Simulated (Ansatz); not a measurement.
ZnCu: pressure and energy above given cell against volume ratio

Plane-wave density functional theory, PAW datasets, Gaussian smearing 0.05 eV: equation of state, the given cell scaled in volume with shape and atoms relaxed at each volume. The results are calculated, by Ansatz 0.2.0.

The cell before it is scaled or strained (space group Pm-3m, No. 221):
```
CELL_PARAMETERS angstrom
2.96520 0.00000 0.00000
0.00000 2.96520 0.00000
0.00000 0.00000 2.96520
ATOMIC_POSITIONS crystal
Zn 0.50000 0.50000 0.50000
Cu 0.00000 0.00000 0.00000
```

Settings of every row: paw set soft_2; functional PBE; spin treatment none; moment partition spheres; spin axis none; wave cutoff 420 eV; k mesh 12x12x12; symmetry use detected.

Atom hubbard u: 0 on all atoms.

```
row  volume ratio  V (Å³/atom)  pressure (GPa)  energy above given cell (meV per atom)
  1         0.945       12.319           7.447                                   15.74
  2          0.96       12.515           5.172                                    8.07
  3          0.98       12.775           2.433                                    1.93
  4             1       13.036          -0.001                                       0
  5          1.02       13.297           -2.16                                     1.8
  6          1.04       13.557          -4.072                                    6.91
  7          1.07       13.948               ?                                       ?
  8           1.1        14.34          -8.559                                   38.45
```

Question: what pressure and energy above given cell should row 7 give?

Worked fit of pressure. Take u = (V_r/V)^(2/3) − 1 with V_r = 13.036 Å³ an atom, which is twice the finite (Eulerian) strain; such expansions in the strain, on which the Birch-Murnaghan equation of state is built, carry the rest volume and the bulk modulus. The shown rows have u = 0.03843, 0.02756, 0.01357, 0, -0.01313, -0.02579, -0.06158. Least squares give pressure = −0.0003 + 171.948 × u + 556.2 × u² + 339.7 × u³ GPa; a parabola predicts inner rows, each left out in turn, worse (root mean square 0.012 against 0.0046 GPa). The rows lie off it by -0.001, 0.004, -0.003, -0.001, 0.003, -0.001, 0.000. The pressure vanishes at u = 0.0000, or V = 13.04 Å³ an atom, and there the bulk modulus with shape and atoms relaxed is B = −V dP/dV = (2/3)(1 + u) dP/du = 115 GPa. The withheld row has u = -0.04408, so the fit gives −0.0003 + 171.948 × (-0.04408) + 556.2 × (-0.04408)² + 339.7 × (-0.04408)³ = -6.528 GPa.

The calculation gave -6.526 GPa. The fit lies 0.002 GPa (0.012 % of the column's range) below it; its largest miss of a shown row is 0.004 GPa.

Worked fit of energy above given cell. Take u = (V_r/V)^(2/3) − 1 with V_r = 13.036 Å³ an atom, which is twice the finite (Eulerian) strain; such expansions in the strain, on which the Birch-Murnaghan equation of state is built, carry the rest volume and the bulk modulus. The shown rows have u = 0.03843, 0.02756, 0.01357, 0, -0.01313, -0.02579, -0.06158. Least squares give energy above given cell = 0.006 − 0.94 × u + 10469.3 × u² + 5622 × u³ meV per atom; a parabola predicts inner rows, each left out in turn, worse (root mean square 0.18 against 0.024 meV per atom). The rows lie off it by -0.01, 0.02, -0.01, -0.01, -0.01, 0.01, 0.00. Its lowest point lies at u = 0.0000, or V = 13.04 Å³ an atom, and the curvature there gives the bulk modulus with shape and atoms relaxed, B = (4/9)(1 + u)² E″(u)/V = 114 GPa. The withheld row has u = -0.04408, so the fit gives 0.006 − 0.94 × (-0.04408) + 10469.3 × (-0.04408)² + 5622 × (-0.04408)³ = 19.91 meV per atom.

The calculation gave 19.97 meV per atom. The fit lies 0.06 meV per atom (0.16 % of the column's range) below it; its largest miss of a shown row is 0.02 meV per atom.
